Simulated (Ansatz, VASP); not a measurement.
## BAs in VASP and in Ansatz

File INCAR:

```
SYSTEM = BAs
ALGO = Normal
EDIFF = 1E-6
ENCUT = 520
GGA = PE
ISIF = 2
ISMEAR = -1
LASPH = .True.
LCHARG = .False.
LREAL = .False.
LWAVE = .False.
NBANDS = 11
NELM = 100
PREC = Accurate
SIGMA = 0.05
```

KPOINTS

```
k-points
0
Gamma
  10 10 10
  0 0 0
```

File POSCAR:

```
BAs
1.0
    0.0000000000      2.3724693156      2.3724693156
    2.3724693156      0.0000000000      2.3724693156
    2.3724693156      2.3724693156      0.0000000000
As B
1 1
Direct
    0.7500000000      0.7500000000      0.7500000000
    0.0000000000      0.0000000000      0.0000000000
```

Contents of input.yaml:

```yaml
crystal:
  lattice:
    - [0.0, 2.3724693156, 2.3724693156]
    - [2.3724693156, 0.0, 2.3724693156]
    - [2.3724693156, 2.3724693156, 0.0]
  atoms:
    - { symbol: As, position: [0.75, 0.75, 0.75] }
    - { symbol: B, position: [0.0, 0.0, 0.0] }
kpoints:
  mp_grid: { grid: [10, 10, 10] }
scf:
  occupations: { method: fermi_dirac, width: 0.05 }
hamiltonian:
  xc: pbe
  pseudopotentials: { kind: all_electron, lapw: { basis_error: 0.0005 } }
output:
  forces: true
  stress: true
  eigenvalues: true
```

Change from the starting cell: volume scaled by 0.98.

Alike in both runs: task single point; functional PBE; k mesh 10 × 10 × 10; occupations fermi-dirac, width 0.05 eV; no spin polarisation.

|  | VASP | Ansatz |
| --- | --- | --- |
| version | VASP 6.6.1 | Ansatz 0.2.0 |
| potentials or method | VASP PAW PBE potentials, release 64 (As, B) | all-electron LAPW, scalar-relativistic |
| plane-wave cutoff (eV) | 520 | see its input |

VASP gave:

```
gap on the k mesh at the Fermi level (eV) : 1.15
least direct gap on the mesh (eV)         : 3.30
pressure (GPa)                            : 6.5
```

Question: Estimate Ansatz's values.

Answer: gap on the k mesh at the Fermi level (eV): 1.17; least direct gap on the mesh (eV): 3.31; pressure (GPa): 5.7.

Ansatz ran all-electron here, so the differences hold the error of VASP's frozen core and of both bases.

A k mesh can miss the band edges.
